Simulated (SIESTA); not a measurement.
Crystal: PbSe (Clausthalite).

```
CELL_PARAMETERS angstrom
0.00000 3.06065 3.06065
3.06065 0.00000 3.06065
3.06065 3.06065 0.00000
ATOMIC_POSITIONS crystal
Pb 0.00000 0.00000 0.00000
Se 0.50000 0.50000 0.50000
```

Base run:

- Program: SIESTA 5.4.2
- Functional: vdW-DF
- Potentials or basis: PseudoDojo 0.4 standard (PBE files)
- Basis: DZP (energy shift 0.003 Ry; two zetas on semicore shells)
- Grid cutoff: 500 Ry
- Energy shift: 0.003 Ry
- k mesh: 8 × 8 × 8
- Occupations: fermi-dirac, width 0.05 eV
- Spin: no spin polarisation

Its results: band gap on the k mesh 0.50 eV, direct; pressure 6.8 GPa.

The run is repeated on the same cell with these changes: functional from vdW-DF to optB88-vdW. What comes out?

Band gap on the k mesh 0.43 eV, direct; pressure 3.6 GPa.

Caveats: the potentials were made for another functional, which shifts forces and pressure; spin-orbit coupling is left out, which as a rule narrows the gap of such compounds by several tenths of an eV; the basis of atomic orbitals isn't converged, which shifts pressures, moduli and gaps.

A k mesh can miss the band edges.
